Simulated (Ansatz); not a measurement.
# GaP: the cost of one run

Program: Ansatz 0.2.0. Level of theory: DFT PBE, scalar-relativistic, plane waves, PAW. These are calculated values, not measurements.

2 further runs of the same task are left out: 2 that didn't finish.

### 1 The structure to begin with

The structure is cubic, space group F-43m (No. 216). Conventional cell: a = 5.451 Å, b = 5.451 Å, c = 5.451 Å, α = 90.00°, β = 90.00°, γ = 90.00°. Ga (site symmetry -43m) is surrounded by 4 P at 2.36 Å. P (site symmetry -43m) is surrounded by 4 Ga at 2.36 Å.

As a file:

```
CELL_PARAMETERS angstrom
0.00000 2.72525 2.72525
2.72525 0.00000 2.72525
2.72525 2.72525 0.00000
ATOMIC_POSITIONS crystal
Ga 0.00000 0.00000 0.00000
P 0.75000 0.75000 0.75000
```

The structure comes from the Crystallography Open Database.

### 2 Probe: one point at the start

input.yaml reads:

```yaml
crystal:
  lattice:
    - [0.0, 2.72525, 2.72525]
    - [2.72525, 0.0, 2.72525]
    - [2.72525, 2.72525, 0.0]
  atoms:
    - { symbol: Ga, position: [0.0, 0.0, 0.0] }
    - { symbol: P, position: [0.75, 0.75, 0.75] }
basis:
  ecutwfc: 420
kpoints:
  mp_grid: { grid: [6, 6, 6] }
hamiltonian:
  xc: pbe
scf:
  occupations: { method: gaussian, width: 0.1 }
output:
  forces: true
  stress: true
  eigenvalues: true
```

Started as:

```sh
> ansatz run input.yaml --threads 1 --pin off --max-ram 2560MiB --backend cpu --events-out ev --progress --plain --runs-dir out
```

**Question.** How long does this run take on 1 thread of Intel Xeon at 2.70GHz, shared host, and how much memory does it need?

About 2.1 s, with a peak of 0.31 GiB.
